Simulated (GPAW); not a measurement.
A run of GPAW 26.7.0:

Contents of run.py:

```python
from ase import Atoms
from ase.eos import EquationOfState
from ase.io import Trajectory
from ase.units import GPa
from gpaw import GPAW, PW

atoms = Atoms(['Pb', 'Se'],
              cell=[[3.784322, 0.0, 0.0],
                    [0.0, 3.784322, 0.0],
                    [0.0, 0.0, 3.784322]],
              scaled_positions=[[0.0, 0.0, 0.0],
                                [0.5, 0.5, 0.5]],
              pbc=True)

traj = Trajectory('eos.traj', 'w')
volumes, energies = [], []
for x in [0.94, 0.96, 0.98, 1.0, 1.02, 1.04, 1.06]:
    a = atoms.copy()
    a.set_cell(atoms.cell * x**(1 / 3), scale_atoms=True)
    calc = GPAW(mode=PW(600),
                xc='MGGA_X_R2SCAN+MGGA_C_R2SCAN',
                kpts={'size': (7, 7, 7), 'gamma': True},
                occupations={'name': 'fermi-dirac', 'width': 0.05},
                nbands=19,
                convergence={'density': 1e-05, 'energy': 1e-05},
                maxiter=150,
                txt=f'eos-{x:.2f}.txt')
    a.calc = calc
    energies.append(a.get_potential_energy(force_consistent=True))
    volumes.append(a.get_volume())
    p = -a.get_stress()[:3].mean() / GPa
    calc.write(f'eos-{x:.2f}.gpw')
    traj.write(a)
    print(f'{x:.2f} {volumes[-1]:10.4f} A^3 {energies[-1]:14.6f} eV {p:9.3f} GPa', flush=True)

v0, e0, B = EquationOfState(volumes, energies, eos='birchmurnaghan').fit()
print(f'V0 = {v0:.4f} A^3, E0 = {e0:.6f} eV, B0 = {B / GPa:.2f} GPa')
```

Potentials or basis: GPAW PAW data sets (gpaw-data 1.2.1), pw.

Launch:

```console
$ OMP_NUM_THREADS=1 python run.py
```

Hardware: 1 thread of Arm Neoverse V2, with other jobs on the host.

Question: Estimate the wall time of this run.

Answer: It took 6.4 min on 1 thread of Arm Neoverse V2, with other jobs on the host, peak memory 0.81 GiB. Counts: scf iterations 105, plane waves 1763, bands 19, k points 20.
